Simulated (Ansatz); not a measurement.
# How far is PAW off for KI?

```
K I
1.0
     6.08614    0.00000    0.00000
    -3.04307    5.27075    0.00000
     0.00000    0.00000    7.11879
K I
2 2
Direct
  0.33333 0.66667 0.93799
  0.66667 0.33333 0.43799
  0.33333 0.66667 0.43801
  0.66667 0.33333 0.93801
```

Atom numbers follow the list: K1, K2, I3, I4.

The cell was built from the wurtzite type and relaxed in the same program, and has space group P6_3/mmc; it needn't be a known or the stable phase. The relaxation left the symmetry of that type.

Spin–orbit coupling is left out, though it moves levels of the heavy atoms by tenths of an eV or more.

Levels of theory: DFT, PBE, PAW with Ansatz's default frozen-core files, scalar-relativistic (Ansatz 0.2.0); DFT, PBE, all-electron PAW with datasets made for the crystal, scalar-relativistic (Ansatz 0.2.0); DFT, PBE, all-electron LAPW, scalar-relativistic (Ansatz 0.2.0).

For PAW: a Γ-centred 8×8×5 k mesh, Fermi–Dirac smearing of 0.05 eV, cutoff 420 eV, no spin polarisation. The crystal-made all-electron datasets (AE datasets) take a cutoff of 200 eV at this cell. LAPW targets a basis error of 1 meV/atom. The Ansatz runs share mesh, smearing and spin set-up. Plane-wave (PAW) pressures include the program's estimate of the Pulay term.

Stress and pressure are positive in compression.

No spin–orbit coupling: at heavy atoms the gradients can be off by tens of per cent for that reason.

Levels count from the top of the valence band.

| quantity | PAW | AE datasets | LAPW |
| --- | --- | --- | --- |
| pressure (GPa) | 0.01 | 0.01 | 0.01 |
| band gap (eV) | 3.755 | 3.754 | 3.754 |
| highest filled level at L (eV) | -0.249 | -0.249 | -0.249 |
| lowest empty level at L (eV) | 5.438 | 5.438 | 5.437 |
| highest filled level at A (eV) | -0.404 | -0.404 | -0.404 |
| lowest empty level at A (eV) | 4.899 | 4.899 | 4.898 |
| field gradient Vzz at K1 (10²¹ V/m²) | -0.35 | -0.35 | – |
| field gradient Vzz at I3 (10²¹ V/m²) | 0.83 | 0.83 | – |
